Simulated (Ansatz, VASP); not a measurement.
# Cross-check of GaN between VASP and Ansatz, part 2 of 2

Wanted: the spread between two codes on one cell, functional and k mesh. The cell is taken from a series of runs on this material, whose earlier steps may have relaxed, scaled, displaced or heated it; both programs get it as it stands.

VASP 6.6.1 and Ansatz 0.2.0.

So far: Starting point; VASP: zone-centre phonons, LDA.

**3. Ansatz: zone-centre phonons, LDA**

Level of this step: Ansatz beside VASP: Kohn-Sham DFT, plane waves, LDA (Ansatz).

Ansatz runs on its PAW soft_1 files.

The same cell, functional (in two slightly different forms) and mesh now go to Ansatz, which takes its cutoff from its data sets.

Contents of input.yaml:

```yaml
crystal:
  lattice:
    - [0.0, 2.2048992332, 2.2944305881]
    - [2.2048992332, 0.0, 2.2944305881]
    - [2.2048992332, 2.2048992332, 0.0]
  atoms:
    - { symbol: "N", position: [0.25, 0.25, 0.25] }
    - { symbol: Ga, position: [0.0, 0.0, 0.0] }
kpoints:
  mp_grid: { grid: [12, 12, 12] }
hamiltonian:
  xc: lda
  pseudopotentials: { kind: paw, azcp: { folder: soft_1 }, xc_functional: pbe }
scf:
  occupations: { method: fixed }
output:
  eigenvalues: true
phonons:
  method: dfpt
  dielectric: true
  rigid_motions: translations
```

Run with:

```console
> ansatz run input.yaml --threads 4 --pin off --max-ram 10240MiB --backend cpu --events-out ev --progress --plain --runs-dir out
```

Numbers of over 12 decimals in the logs are rounded to 6 here.

Log:

```text
Engine: ansatz 0.2.0, aarch64-unknown-linux-gnu
Pseudopotentials: kind: paw
Pseudopotential: N, paw, valence charge 5, recommended cutoff 420 eV (normal), soft_1/N.paw.azcp
Pseudopotential: Ga, paw, valence charge 13, recommended cutoff 420 eV (normal), soft_1/Ga.paw.azcp
Functional definition: SPW92
  exchange = slater_x
  correlation = pw_c
Crystal: 2 atoms, lattice volume = 22.309 Å³
Basis set: ecut = 420 eV, 427 PW (Γ), exchange–correlation on 48×48×48 points (8 copies of the dense FFT grid, shifted against one another)
Bands: 13, of which v1, the nominal top of the filled ones, is band 9 counted from 1 (8 counted from 0)
Symmetry: 8 space group operations
k-points: 868 of 1728 (irreducible under 1 space group operation, time reversal used)
Non-local potential: N, projectors of the file, l = 0: 2, l = 1: 2, l = 2: 1
Non-local potential: Ga, projectors of the file, l = 0: 2, l = 1: 2, l = 2: 3, l = 3: 1
PAW form: soft (Blöchl's): semilocal exchange-correlation on the pseudo side does not see the compensation charge
PAW frozen core: N, regenerated for the run's functional, and the local potential with it (the file was generated under x = pbe(κ = 0.804, μ = 0.219515), c = pbe(β = 0.066725))
PAW frozen core: Ga, regenerated for the run's functional, and the local potential with it (the file was generated under x = pbe(κ = 0.804, μ = 0.219515), c = pbe(β = 0.066725))
PAW one-centre angular grid: N, 110 points (default); XC on 64 Gauss nodes
PAW one-centre angular grid: Ga, 590 points (default); XC on 64 Gauss nodes
Initial density: superposition of atomic densities (chi_scale 0.1, normalization cell, long waves kept (reshape's long-wave potential 0.00 eV rms))
Initial wavefunctions: pseudopotential atomic-orbital guess
Functional: x = slater, c = lda
SCF iter   1: F=—  HF=-4082.706416 eV  |F-HF|=—  |Δ(HF+E_count)|=         —  Δρ=1.05e-1  dr2=2.17e0  ethr=3.10e-3  ⟨swp⟩=4.0  Hψ=50014  notcnv=0  defer=1212
preconditioner: auto → none  [insulator: Δε(μ)=2.706 eV  Ē_g=19.243 eV  n_scr=8 (ndim 8)  ℏωp=33.4 eV  f_vac=0.000  ε∞_Penn≈4.0]
SCF iter   2: F=—  HF=-4082.204511 eV  |F-HF|=—  |Δ(HF+E_count)|=   5.02e-1  Δρ=5.85e-2  dr2=4.72e-1  ethr=3.10e-3  ⟨swp⟩=2.1  Hψ=26732  notcnv=0  defer=307
SCF iter   3: F=—  HF=-4082.087665 eV  |F-HF|=—  |Δ(HF+E_count)|=   1.17e-1  Δρ=1.89e-2  dr2=4.03e-2  ethr=2.62e-3  ⟨swp⟩=2.0  Hψ=15697  notcnv=0  defer=1732
SCF iter   4: F=—  HF=-4082.079236 eV  |F-HF|=—  |Δ(HF+E_count)|=   8.43e-3  Δρ=7.78e-3  dr2=5.80e-3  ethr=2.24e-4  ⟨swp⟩=2.0  Hψ=22109  notcnv=0  defer=1735
SCF iter   5: F=—  HF=-4082.076416 eV  |F-HF|=—  |Δ(HF+E_count)|=   2.82e-3  Δρ=9.10e-4  dr2=5.24e-5  ethr=3.22e-5  ⟨swp⟩=2.0  Hψ=20557  notcnv=0  defer=1735
SCF iter   6: F=—  HF=-4082.076400 eV  |F-HF|=—  |Δ(HF+E_count)|=   1.61e-5  Δρ=1.34e-4  dr2=1.92e-6  ethr=2.91e-7  ⟨swp⟩=2.0  Hψ=16598  notcnv=0  defer=316
SCF iter   7: F=—  HF=-4082.076400 eV  |F-HF|=—  |Δ(HF+E_count)|=   4.85e-7  Δρ=1.60e-5  dr2=2.74e-8  ethr=1.07e-8  ⟨swp⟩=2.8  Hψ=19114  notcnv=0
SCF iter   8: F=—  HF=-4082.076400 eV  |F-HF|=—  |Δ(HF+E_count)|=   5.07e-9  Δρ=9.94e-7  dr2=1.75e-10  ethr=1.52e-10  ⟨swp⟩=2.0  Hψ=13652  notcnv=0
SCF iter   9: F=-4082.076400 eV  HF=-4082.076400 eV  |F-HF|=1.82e-12  |Δ(HF+E_count)|=  2.32e-11  Δρ=1.03e-7  dr2=1.56e-12  ethr=1.00e-12  ⟨swp⟩=6.0  Hψ=58844  notcnv=0
SCF 1 converged in 9 iterations: F = -4082.076400 eV  dr2 = 1.56e-12
  greatest PAW one-centre occupation: 0.996 electrons in one spin orbital (limit 2), on the Ga atom at site 1 (counted from 0), in its partial waves of l = 2
NSCF: frozen V_eff on 3 k-points
DFPT response loops at Γ: preconditioner auto → none (the input reference at scf.mixing.eps_inf says where Resta's filter doesn't serve); β = 0.50; Broyden in place of MSR1
── the response to a field inside a basis, on 12×12×12 k-points: an SCF that follows is theirs, and a resumed run solves both again ──
Bands: 10, of which v1, the nominal top of the filled ones, is band 9 counted from 1 (8 counted from 0)
k-points: 468 of 1728 (irreducible under 2 space group operations, time reversal used)
Initial density: handed on by an earlier stage of this run
Initial wavefunctions: pseudopotential atomic-orbital guess (no wavefunctions were taken with the density)
Eigensolver: Dense (468 Hₖ)
SCF iter   1: F=—  HF=-4082.078673 eV  |F-HF|=—  |Δ(HF+E_count)|=         —  Δρ=5.02e-4  dr2=9.69e-6  ethr=1.00e-1
preconditioner: auto → none  [insulator: Δε(μ)=2.051 eV  Ē_g=15.350 eV  n_scr=8 (ndim 8)  ℏωp=33.4 eV  f_vac=0.000  ε∞_Penn≈5.7]
SCF iter   2: F=—  HF=-4082.078671 eV  |F-HF|=—  |Δ(HF+E_count)|=   1.19e-6  Δρ=2.75e-4  dr2=4.64e-6  ethr=5.39e-8
SCF iter   3: F=—  HF=-4082.078673 eV  |F-HF|=—  |Δ(HF+E_count)|=   1.14e-6  Δρ=1.13e-4  dr2=2.46e-6  ethr=2.58e-8
SCF iter   4: F=-4082.078672 eV  HF=-4082.078672 eV  |F-HF|=6.29e-9  |Δ(HF+E_count)|=   1.07e-6  Δρ=1.38e-5  dr2=1.63e-8  ethr=1.36e-8
SCF 1 converged in 4 iterations: F = -4082.078672 eV  dr2 = 1.63e-8
DFPT response loops at Γ: mixed as the last ones told, above
WARN: field response: ε∞ stands inside a basis, on 12×12×12 points; the force constants stand on the 12×12×12 k-mesh, whose period is 13.75 times the interband length at k = (0.0000, 0.0000, 0.0000), direct gap 1.830 eV, under 14: take them and everything formed from them as unconverged, and compare with a denser kpoints.mp_grid
SCF converged after 9 iterations
Free energy (F): -4082.076400 eV
Harris-Foulkes:  -4082.076400 eV  (|F-HF|=1.82e-12)
Internal energy: -4082.076400 eV  (E = F + TS)
E sigma→0 (E₀):  -4082.076400 eV
Fermi energy:    9.731000 eV
--- Per-component energies (eV) ---
  E_band       = -7.042018
  E_kinetic    = 241.369395
  E_local      = -1396.797894  (includes V_loc(G=0)·N_el)
  E_nonlocal   = -51.837860
  E_hartree    = 885.637012
  E_xc         = -121.694860
  E_vxc        = -131.244896  (∫ρ·V_xc dr)
  E_paw        = -2039.260837  (= ΣΔE_a)
  E_vpaw       = -439.805479  (= ΣTr[D̂ρ^β])
  E_aug_tail   = 0.000673  (compensation charges beyond the density's cutoff)
  E_ewald      = -1601.300556
  E_core_change = 1.808525  (= ΣΔE_core)
  E_smearing   = -0.000000  (= −TS)
  E_closure    = -0.000000  (closes the sum)
  Σ components = -4082.076400   (vs F -4082.076400, Δ=0.00e0)
--- Band table (eV; the first three rows and the last of 868) ---
  k-point 0: bands = [... 5 lower, -3.6095, 9.5257, 9.7310, 9.7310, 11.5606, 19.9235, 19.9235, 20.0294]
  k-point 1: bands = [... 5 lower, -3.6114, 8.8392, 9.5175, 9.6588, 12.1927, 19.5523, 20.0615, 20.1264]
  k-point 2: bands = [... 5 lower, -3.6120, 7.3710, 9.2875, 9.4712, 13.1193, 18.8506, 20.3145, 20.3678]
  k-point 867: bands = [... 5 lower, -2.2172, 2.3836, 8.4934, 8.8103, 14.3285, 18.3926, 19.7659, 20.3149]
--- Phonons (Γ-DFPT): 4 representative perturbations + reference, on 868 of 1728 k-points (Σ response iterations 12) ---
  k mesh reduced under 1 symmetry operation, with k and −k counted as one. Each operation leaves every solved perturbation unchanged. A smaller set is not considered because the run solves the response to a homogeneous field
  ASR residual: 7.085e-5 → 0.000e0 eV/Å²; symmetrization residual: 7.122e-6 eV/Å²
  ASR residual per site (eV/Å²): 7.09e-5 1.36e-5
  Γ frequencies (cm⁻¹): 0.00 0.00 0.00 539.70 539.70 551.88
  ε∞ (high-frequency dielectric tensor):
        5.797488     0.000000    -0.000000
        0.000000     5.797488     0.000000
       -0.000000     0.000000     5.881742
  ε⁰ (static dielectric tensor: ions relaxed, cell fixed):
       10.235968     0.000000    -0.000000
        0.000000    10.235968     0.000000
       -0.000000     0.000000    10.375126
  ε⁰ − ε∞ (ionic part):
        4.438481     0.000000     0.000000
        0.000000     4.438481     0.000000
        0.000000     0.000000     4.493384
  softest optical mode at Γ: 539.70 cm⁻¹; the repairs (sum rule, projections) moved no ω² at Γ by more than (1.48 cm⁻¹)²
  Born effective charges Z* (e; rows j = field, columns β = displacement):
    site 0:
        -2.61467   -0.00000    0.00000
         0.00000   -2.61467   -0.00000
         0.00000   -0.00000   -2.69019
    site 1:
         2.61467    0.00000    0.00000
         0.00000    2.61467    0.00000
         0.00000    0.00000    2.69019
  Z* charge neutrality: 4.938e-4 e pre-enforcement
  solved inside a basis spanned on kpoints, on 12×12×12 k-points, its susceptibility summed on 16×16×16: ε∞ is read to err by 1.6e-2, Z* by 1.4e-2 e (field_mesh: kpoints solves on kpoints); Z* is corrected for what the basis lacks
  optical modes at Γ without the LO–TO term, one row a degenerate level:
      ω (cm⁻¹)  modes    IR ((D/Å)²/amu)
        539.70      2            27.0450
        551.88      1            14.3148
  optical modes at Γ + LO–TO along q̂ = [1.0000, 0.0000, 0.0000]:
      ω (cm⁻¹)  modes    IR ((D/Å)²/amu)
        539.70      1            13.5225
        551.88      1            14.3148
        717.12      1            13.5225
  optical modes at Γ + LO–TO along q̂ = [0.0000, 1.0000, 0.0000]:
      ω (cm⁻¹)  modes    IR ((D/Å)²/amu)
        539.70      1            13.5225
        551.88      1            14.3148
        717.12      1            13.5225
  optical modes at Γ + LO–TO along q̂ = [0.0000, 0.0000, 1.0000]:
      ω (cm⁻¹)  modes    IR ((D/Å)²/amu)
        539.70      2            27.0450
        732.97      1            14.3148
```

**4. Side by side**

Known differences besides the potentials themselves: the two LDA forms differ slightly; fixed occupations in Ansatz, narrow Gaussian smearing in VASP; VASP's response is taken on the typed mesh, Ansatz refines its own for the field response alone; the cutoff is 420 eV in Ansatz and 600 eV in VASP; VASP's log shows a relativistic correction to its local exchange, Ansatz's none; VASP's log repeats an internal error in its field response. Total energies have different zeros and are not compared.

The two programs side by side:

| quantity | Ansatz | VASP | difference |
| --- | --- | --- | --- |
| ε∞ xx | 5.80 | 5.77 | +0.55 % |
| ε∞ yy | 5.80 | 5.77 | +0.55 % |
| ε∞ zz | 5.88 | 5.84 | +0.80 % |
| Born charge of N1 (mean of the diagonal) (e) | -2.64 | -2.63 | -0.01 |
| Born charge of Ga2 (mean of the diagonal) (e) | 2.64 | 2.63 | +0.01 |
| optical mode 1 to 2 (cm⁻¹) | 539.7 | 544.7 | -0.91 % |
| optical mode 3 (cm⁻¹) | 551.9 | 557.4 | -1.00 % |

Modes are paired by rising frequency, not by their patterns, so a pair may set unlike modes beside each other; they are those without the splitting of longitudinal modes.

**5. Results**

```
r.m.s. difference of the optical zone-centre modes, each program's sorted by frequency (zone-centre phonons, LDA) : 5.2 cm⁻¹
difference in optical mode 3 (zone-centre phonons, LDA)                                                           : -1.0 %
```

In words: The r.m.s. difference of the optical zone-centre modes, each program's sorted by frequency is 5.2 cm⁻¹ (zone-centre phonons, LDA). Among the rows given in per cent, the largest difference of the zone-centre phonons, LDA pair is in optical mode 3, -1.0 %. Such differences can come from data sets, numerical settings and the points named under the comparisons, not from the functional's error against experiment.

[Lines on the potential files, build, host, timing and source positions are cut from VASP's logs without a mark.]

[Logs are printed without paths, hosts, clocks, repeated set-up lines and the standing remarks that a program may print on its own settings, such as how far it seeks lower states.]

[Hosts, paths, dates, database ids (printed as entryN), source tags and the programs' standing remarks are cut or masked in the printed files.]
